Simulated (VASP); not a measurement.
Computed with LDA (Ceperley-Alder, Perdew-Zunger), VASP's LDA PAW potentials (set 64) (plane waves; VASP).

Input for VASP

File KPOINTS:
```
k-points along high-symmetry lines
15
Line-mode
Reciprocal
  0.000000   0.000000   0.000000 ! GAMMA
 -0.500000  -0.500000   0.000000 ! X

 -0.500000  -0.500000   0.000000 ! X
 -0.375000  -0.375000   0.250000 ! U

 -0.375000  -0.000000   0.375000 ! K
  0.000000   0.000000   0.000000 ! GAMMA

  0.000000   0.000000   0.000000 ! GAMMA
 -0.000000  -0.000000   0.500000 ! L

 -0.000000  -0.000000   0.500000 ! L
 -0.500000  -0.250000   0.250000 ! W

 -0.500000  -0.250000   0.250000 ! W
 -0.500000  -0.500000   0.000000 ! X
```

### POSCAR
```
ZnTe
6.0035220
  0.0000000000   0.4999999789   0.4999999789
  0.4999999789   0.0000000000   0.4999999789
  0.4999999789   0.4999999789   0.0000000000
Zn Te
1 1
direct
  0.0000000000   0.0000000000   0.0000000000
  0.2500000000   0.2500000000   0.2500000000
```

INCAR:
```
ALGO=Normal
EDIFF=1E-7
ENCUT=520
ICHARG=11
ISMEAR=0
LASPH=.True.
LCHARG=.False.
LMAXMIX=4
LORBIT=11
LREAL=.False.
LWAVE=.False.
NELM=100
PREC=Accurate
SIGMA=0.05
SYSTEM=ZnTe
```

POTCAR, in this order: Zn Te (LDA.64 set). Program: vasp_std. Read from the step before: CHGCAR.

The resulting files:

### OUTCAR
```
 ion  position               nearest neighbor table
   1  0.000  0.000  0.000-   2 2.60   2 2.60   2 2.60   2 2.60
   2  0.250  0.250  0.250-   1 2.60   1 2.60   1 2.60   1 2.60
  LATTYP: Found a face centered cubic cell.
 ALAT       =     6.0035217468
 Subroutine PRICEL returns:
 Original cell was already a primitive cell.
 Subroutine GETGRP returns: Found 24 space group operations
The static configuration has the point symmetry T_d .
The dynamic configuration has the point symmetry T_d .
 Subroutine INISYM returns: Found 24 space group operations
   k-points           NKPTS =     90   k-points in BZ     NKDIM =     90   number of bands    NBANDS=     13
   number of dos      NEDOS =    301   number of ions     NIONS =      2
   total plane-waves  NPLWV =  32768
   dimension x,y,z NGX =    32 NGY =   32 NGZ =   32
   dimension x,y,z NGXF=    64 NGYF=   64 NGZF=   64
   ions per type =               1   1
   PREC   = accura    normal or accurate (medium, high low for compatibility)
   ISTART =      0    job   : 0-new  1-cont  2-samecut
   ICHARG =     11    charge: 1-file 2-atom 10-const
   ISPIN  =      1    spin polarized calculation?
   LNONCOLLINEAR =      F non collinear calculations
   LSORBIT =      F    spin-orbit coupling
   INIWAV =      1    electr: 0-lowe 1-rand  2-diag
   ENCUT  =  520.0 eV  38.22 Ry    6.18 a.u.   7.89  7.89  7.89*2*pi/ulx,y,z
   NELM   =    100;   NELMIN=  2; NELMDL= -5     # of ELM steps
   EDIFF  = 0.1E-06   stopping-criterion for ELM
   LREAL  =      F    real-space projection
   NLSPLINE    = F    spline interpolate recip. space projectors
   LMAXMIX     =    4 max onsite mixed and CHGCAR
   VOSKOWN=      0    Vosko Wilk Nusair interpolation
   EDIFFG = 0.1E-05   stopping-criterion for IOM
   NSW    =      0    number of steps for IOM
   NBLOCK =      1;   KBLOCK =      1    inner block; outer block
   IBRION =     -1    ionic relax: 0-MD 1-quasi-New 2-CG
   NFREE  =      0    steps in history (QN), initial steepest desc. (CG)
   ISIF   =      2    stress and relaxation
   ISYM   =      2    0-nonsym 1-usesym 2-fastsym
   TEIN   =    0.0    initial temperature
   TEBEG  =    0.0;   TEEND  =   0.0 temperature during run
...
```

### OSZICAR
```
       N       E                     dE             d eps       ncg     rms          rms(c)
DAV:   1     0.788233351771E+02    0.78823E+02   -0.87037E+03  2340   0.148E+03
DAV:   2    -0.354220978063E+00   -0.79178E+02   -0.75871E+02  2455   0.264E+02
DAV:   3    -0.517971406677E+01   -0.48255E+01   -0.47493E+01  2925   0.639E+01
DAV:   4    -0.524971914692E+01   -0.70005E-01   -0.69972E-01  2878   0.759E+00
DAV:   5    -0.525103244302E+01   -0.13133E-02   -0.13133E-02  2884   0.877E-01
DAV:   6    -0.525108813652E+01   -0.55694E-04   -0.55693E-04  3385   0.142E-01
DAV:   7    -0.525108884944E+01   -0.71292E-06   -0.71289E-06  2768   0.106E-02
DAV:   8    -0.525108888481E+01   -0.35373E-07   -0.35406E-07  2156   0.167E-03
   1 F= -.52510889E+01 E0= -.52510889E+01  d E =-.174600E-16
```

File OUTCAR:
```
 val. band max:        3.5184630558   @ k =   0.0000   0.0000   0.0000

 cond. band min:       4.8168908199   @ k =   0.0000   0.0000   0.0000



 k-point     1 :       0.0000    0.0000    0.0000
  band No.  band energies     occupation
      1      -8.6359      2.00000
      2      -3.7005      2.00000
      3      -3.7005      2.00000
      4      -3.7005      2.00000
      5      -3.4461      2.00000
      6      -3.4461      2.00000
      7       3.5185      2.00000
      8       3.5185      2.00000
      9       3.5185      2.00000
     10       4.8169      0.00000
     11       7.8009      0.00000
     12       7.8009      0.00000
     13       7.8009      0.00000

 k-point     2 :      -0.0357   -0.0357    0.0000
  band No.  band energies     occupation
      1      -8.6230      2.00000
      2      -3.7006      2.00000
      3      -3.6988      2.00000
      4      -3.6988      2.00000
      5      -3.4468      2.00000
      6      -3.4458      2.00000
      7       3.3032      2.00000
      8       3.4679      2.00000
      9       3.4679      2.00000
     10       5.0334      0.00000
     11       7.7229      0.00000
     12       7.8720      0.00000
     13       7.8720      0.00000

 k-point     3 :      -0.0714   -0.0714    0.0000
  band No.  band energies     occupation
      1      -8.5846      2.00000
      2      -3.7009      2.00000
      3      -3.6937      2.00000
      4      -3.6937      2.00000
      5      -3.4488      2.00000
      6      -3.4449      2.00000
      7       2.8609      2.00000
      8       3.3266      2.00000
      9       3.3266      2.00000
     10       5.4726      0.00000
     11       7.5259      0.00000
     12       8.0746      0.00000
     13       8.0746      0.00000

 k-point     4 :      -0.1071   -0.1071    0.0000
  band No.  band energies     occupation
      1      -8.5217      2.00000
      2      -3.7008      2.00000
      3      -3.6854      2.00000
      4      -3.6854      2.00000
...
```

The density is held fixed in this step, so its total energy and stress have no physical meaning. Unless said otherwise, spin-orbit coupling is left out, though it shifts the bands of the heavy elements here.

The compound is ZnTe in the zinc blende structure. It was relaxed first.
